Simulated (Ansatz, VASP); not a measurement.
# Pt in two plane-wave programs

Aim: how closely do two programs agree when they are given the same cell, functional and k mesh? The cell is taken from a series of runs on this material, whose earlier steps may have relaxed, scaled, displaced or heated it; both programs get it as it stands.

Method: plane waves, with VASP 6.6.1 beside it; relaxation of cell and atoms at PBEsol, spin-orbit coupling, in Ansatz 0.2.0.

## (1) The starting structure

Symmetry: Fm-3m, No. 225, cubic system. Conventional cell: a = 3.922 Å, b = 3.922 Å, c = 3.922 Å, α = 90.00°, β = 90.00°, γ = 90.00°. Pt has 12 Pt at 2.77 Å nearest.

## (2) Ansatz: relaxation of cell and atoms, PBEsol, spin-orbit coupling

Ansatz runs on its fully relativistic PAW (standard-fr) files.

The relaxed volume is the usual yardstick between codes: in a stiff, nearly cubic crystal its relative difference is about their pressure difference at one cell divided by the bulk modulus.

Input file input.yaml:

```yaml
crystal:
  lattice:
    - [0.0, 1.9609, 1.9609]
    - [1.9609, 0.0, 1.9609]
    - [1.9609, 1.9609, 0.0]
  atoms:
    - { symbol: Pt, position: [0.0, 0.0, 0.0] }
kpoints:
  mp_grid: { grid: [14, 14, 14] }
hamiltonian:
  xc: pbesol
  pseudopotentials: { kind: paw_fr }
scf:
  occupations: { method: gaussian, width: 0.1 }
output:
  forces: true
  stress: true
  eigenvalues: true
basis:
  ecutwfc: 420.0
magnetization:
  noncollinear: true
  spin_orbit: true
relax:
  adjacent_minimum: "off"
  f_tol: 0.01
  max_steps: 50
  cell: { stress_tol: 0.05 }
```

Started as:

```
$ ansatz run input.yaml --threads 4 --pin off --max-ram 16384MiB --backend cpu --events-out ev --progress --plain --runs-dir out
```

Numbers of over 12 decimals in the logs are rounded to 6 here.

The log of the run:

```text
The last accepted step is kept in <dir> (removed where the run ends without a failure and the disk answers)
Engine: ansatz 0.2.0, aarch64-unknown-linux-gnu
Pseudopotentials: kind: paw_fr
Pseudopotential: Pt, paw_fr, valence charge 18, recommended cutoff 420 eV (normal), Pt.paw.azcp#standard-fr
Functional definition: PBEsol
  exchange = pbesol_x
  correlation = pbesol_c
non-collinear run that drives no moment, with spin-orbit: no starting moment large enough to seed its density (crystal.atoms[].spin), no starting occupations that ask for one, no magnetisation constraint and no magnetic field, so the semilocal B_xc is pinned to zero
Crystal: 1 atoms, lattice volume = 15.080 Å³
Basis set: ecut = 420 eV, 283 PW (Γ), exchange–correlation on 40×40×40 points (8 copies of the dense FFT grid, shifted against one another)
Bands: 26, of which v1, the nominal top of the filled ones, is band 18 counted from 1 (17 counted from 0)
Symmetry: 48 space group operations + 48 with time reversal
Magnetic group: BNS 225.117 (UNI 1619), of the structure as read, at distance tolerance 2.5e-5 Å
k-points: 104 of 2744
Projection manifold: j_resolved (fully-relativistic pseudo-atomic orbitals)
Non-local potential: Pt, projectors of the file, l = 0: 3, l = 1: 4, l = 2: 4, l = 3: 2
PAW form: soft (Blöchl's): semilocal exchange-correlation on the pseudo side does not see the compensation charge
PAW frozen core: Pt, regenerated for the run's functional, and the local potential with it (the file was generated under x = pbe(κ = 0.804, μ = 0.219515), c = pbe(β = 0.066725))
PAW one-centre angular grid: Pt, 590 points (default); XC on 64 Gauss nodes
Initial density: superposition of atomic densities (chi_scale 0.1, normalization cell)
Initial wavefunctions: pseudopotential atomic-orbital guess
Functional: x = pbesol(κ = 0.804, μ = 0.123457), c = pbesol(β = 0.046)
SCF iter   1: F=—  HF=-12418.212507 eV  |F-HF|=—  |Δ(HF+E_count)|=         —  Δρ=9.39e-2  dr2=1.26e0  dr2_m=0.00e0 (ungated)  ethr=3.10e-3  |M|=0.00e0 ∫|m|=0.00e0 μB  |m|>n=0.0e0 m-floor=0.0e0 τ_xc=0.0e0  β_m=0.30  ⟨swp⟩=5.8  Hψ=6138  notcnv=0  defer=78
preconditioner: auto → none  [metal: Δε(μ)=0.015 eV  Ē_g=13.890 eV  σ=0.100 eV  W_gap=0.08  n_scr=8 (ndim 8)  ℏωp=30.2 eV  f_vac=0.000  D(μ)=1.80/eV (n_scr^D=26)  sad-step TF]
SCF iter   2: F=—  HF=-12417.976281 eV  |F-HF|=—  |Δ(HF+E_count)|=   2.36e-1  Δρ=6.38e-2  dr2=5.70e-1  dr2_m=0.00e0 (ungated)  ethr=3.10e-3  |M|=0.00e0 ∫|m|=0.00e0 μB  |m|>n=0.0e0 m-floor=0.0e0 τ_xc=0.0e0  β_m=0.59  ⟨swp⟩=2.0  Hψ=1994  notcnv=0  defer=302
SCF iter   3: F=—  HF=-12417.789302 eV  |F-HF|=—  |Δ(HF+E_count)|=   1.87e-1  Δρ=7.68e-3  dr2=3.45e-3  dr2_m=0.00e0 (ungated)  ethr=3.10e-3  |M|=0.00e0 ∫|m|=0.00e0 μB  |m|>n=0.0e0 m-floor=0.0e0 τ_xc=0.0e0  β_m=0.80  ⟨swp⟩=2.0  Hψ=1947  notcnv=0  defer=302
SCF iter   4: F=—  HF=-12417.791221 eV  |F-HF|=—  |Δ(HF+E_count)|=   1.92e-3  Δρ=1.24e-3  dr2=2.08e-4  dr2_m=0.00e0 (ungated)  ethr=1.92e-5  |M|=0.00e0 ∫|m|=0.00e0 μB  |m|>n=0.0e0 m-floor=0.0e0 τ_xc=0.0e0  β_m=0.71  ⟨swp⟩=2.7  Hψ=2434  notcnv=0  defer=306
SCF iter   5: F=—  HF=-12417.791148 eV  |F-HF|=—  |Δ(HF+E_count)|=   7.30e-5  Δρ=6.76e-5  dr2=5.71e-7  dr2_m=0.00e0 (ungated)  ethr=1.15e-6  |M|=0.00e0 ∫|m|=0.00e0 μB  |m|>n=0.0e0 m-floor=0.0e0 τ_xc=0.0e0  β_m=0.81  ⟨swp⟩=2.2  Hψ=1800  notcnv=0  defer=306
SCF iter   6: F=—  HF=-12417.791149 eV  |F-HF|=—  |Δ(HF+E_count)|=   1.32e-6  Δρ=1.21e-5  dr2=8.79e-9  dr2_m=0.00e0 (ungated)  ethr=5.56e-10  |M|=0.00e0 ∫|m|=0.00e0 μB  |m|>n=0.0e0 m-floor=0.0e0 τ_xc=0.0e0  β_m=0.90  ⟨swp⟩=8.8  Hψ=6455  notcnv=0
SCF iter   7: F=-12417.791149 eV  HF=-12417.791149 eV  |F-HF|=3.64e-12  |Δ(HF+E_count)|=   1.04e-9  Δρ=8.17e-7  dr2=3.80e-11  dr2_m=0.00e0 (ungated)  ethr=4.88e-11  |M|=0.00e0 ∫|m|=0.00e0 μB  |m|>n=0.0e0 m-floor=0.0e0 τ_xc=0.0e0  ⟨swp⟩=1.6  Hψ=3984  notcnv=0
SCF 1 converged in 7 iterations: F = -12417.791149 eV  dr2 = 3.80e-11
  greatest PAW one-centre occupation: 1.000 electrons in one spin orbital (limit 2), on the Pt atom at site 0 (counted from 0), in its partial waves of l = 0
relax step   1: F+E_penalty+E_count = -12417.79114926 eV  Δ(F+E_penalty+E_count) = +0.000e0 eV  max|allowed force component| = 0.000e0 eV/Å  Δτ_max = 0.0000 Å  P = -0.506 GPa  Ω = 15.080 Å³  (7 SCF iters, dr2 threshold 1.00e-7 eV, accepted)
[...]
relax step   2: F+E_penalty+E_count = -12417.79108892 eV  Δ(F+E_penalty+E_count) = +6.034e-5 eV  max|allowed force component| = 0.000e0 eV/Å  Δτ_max = 0.0000 Å  P = +0.906 GPa  Ω = 15.005 Å³  energy of the carried Pulay correction = +3.113e-5 eV  (4 SCF iters, dr2 threshold 1.00e-7 eV, rejected (line search))
[...]
relax step   3: F+E_penalty+E_count = -12417.79120336 eV  Δ(F+E_penalty+E_count) = -5.409e-5 eV  max|allowed force component| = 0.000e0 eV/Å  Δτ_max = 0.0000 Å  P = -0.004 GPa  Ω = 15.053 Å³  energy of the carried Pulay correction = +1.118e-5 eV  (6 SCF iters, accepted)
[...]
relax step   4: F+E_penalty+E_count = -12417.79119340 eV  Δ(F+E_penalty+E_count) = +9.954e-6 eV  max|allowed force component| = 0.000e0 eV/Å  Δτ_max = 0.0000 Å  P = -0.003 GPa  Ω = 15.053 Å³  stress off target by 2.91e-3 GPa  SCF on the basis re-selected at this cell (its energy is not comparable with the rows above)  (4 SCF iters)
basis re-selected at this cell: Δ(F+E_penalty+E_count) = +9.954e-6 eV, ΔP = +0.001 GPa vs the last step (what re-selecting the basis moved, of the pressure what is left beyond the Pulay correction that the steps carried, after the strain that the cell walked since its last selection, with what the two solves' SCF thresholds leave and, on support functions, any second-order correction that the steps lacked; it is no measure of the basis error at this ecutwfc). This SCF's stress stands 2.91e-3 GPa from its target on what of the cell is left free (relax.cell.stress_tol is 5.00e-2 GPa) and its largest allowed force component is 0.00e0 eV/Å (relax.f_tol is 1.00e-2 eV/Å): [rest of the remark cut]
SCF converged after 4 iterations
Magnetization: |M| = 0.0000 μB,  M = (+0.0000, +0.0000, +0.0000) μB
Absolute magnetization: 0.0000 μB (∫|m|)
  site 0: m = (+0.0000, +0.0000, +0.0000) μB, |m| = 0.0000 μB  (R = 1.14 Å)
Free energy (F): -12417.791193 eV
Harris-Foulkes:  -12417.791193 eV  (|F-HF|=0.00e0)
Internal energy: -12417.781485 eV  (E = F + TS)
E sigma→0 (E₀):  -12417.786339 eV
Entropy (-TS):   -0.009708 eV (-9.708 meV/atom)
Fermi energy:    23.348069 eV
--- Per-component energies (eV) ---
  E_band       = -136.239183
  E_kinetic    = 637.648788
  E_local      = -1454.813660  (includes V_loc(G=0)·N_el)
  E_nonlocal   = 191.106520
  E_hartree    = 539.261715
  E_xc         = -260.590034
  E_vxc        = -302.792103  (∫ρ·V_xc dr)
  E_paw        = -9341.921532  (= ΣΔE_a)
  E_vpaw       = -285.912308  (= ΣTr[D̂ρ^β])
  E_aug_tail   = 0.000166  (compensation charges beyond the density's cutoff)
  E_ewald      = -2728.765699
  E_core_change = 0.292253  (= ΣΔE_core)
  E_smearing   = -0.009708  (= −TS)
  E_closure    = 0.000000  (closes the sum)
  Σ components = -12417.791193   (vs F -12417.791193, Δ=0.00e0)
--- Forces (eV/Å), atoms counted from 1 ---
  atom   1  Pt     0.00000000     0.00000000     0.00000000
  max |Σ_I F_I| component: 1.31e-31 eV/Å
--- Stress (GPa, compression-positive) ---
       -0.002912      -0.000000      -0.000000
       -0.000000      -0.002912      -0.000000
       -0.000000      -0.000000      -0.002912
  P = ⅓ Tr σ = -0.0029 GPa (-0.029 kbar)
--- Band table (eV; the first three rows and the last of 104) ---
  k-point 0: bands = [... 14 lower, 20.0129, 20.0129, 21.8629, 21.8629, 21.8629, 21.8629, 37.8633, 37.8633, ... 4 higher]
  k-point 1: bands = [... 14 lower, 20.0475, 20.0475, 21.7860, 21.7860, 21.8548, 21.8548, 38.1809, 38.1809, ... 4 higher]
  k-point 2: bands = [... 14 lower, 20.2075, 20.2075, 21.6125, 21.6125, 21.8878, 21.8878, 38.9744, 38.9744, ... 4 higher]
  k-point 103: bands = [... 14 lower, 21.5281, 21.5281, 23.8691, 23.8691, 30.1713, 30.1713, 30.5841, 30.5841, ... 4 higher]
--- Relaxed structure (3 steps of the walk, 2 accepted, 1 SCFs on fresh bases) ---
  F+E_penalty+E_count = -12417.79119340 eV   max|allowed force component| = 0.000e0 eV/Å   (the final SCF, on the basis selected at the relaxed cell)
  cell:  # Å, volume = 15.0529 Å³
    - [0, 1.959733, 1.959733]
    - [1.959733, 0, 1.959733]
    - [1.959733, 1.959733, 0]
  atoms:
    - { symbol: Pt, position: [0.0, 0.0, 0.0] }
```

The column dr2 measures how far the density is from self-consistency, as an energy; F and HF (Harris–Foulkes) agree once it is small.

(Part 1 of 2 ends here.)

[Lines on the potential files, build, host, timing and source positions are cut from VASP's logs without a mark.]

[Logs are printed without paths, hosts, clocks, repeated set-up lines and the standing remarks that a program may print on its own settings, such as how far it seeks lower states.]

[Hosts, paths, dates, database ids (printed as entryN), source tags and the programs' standing remarks are cut or masked in the printed files.]
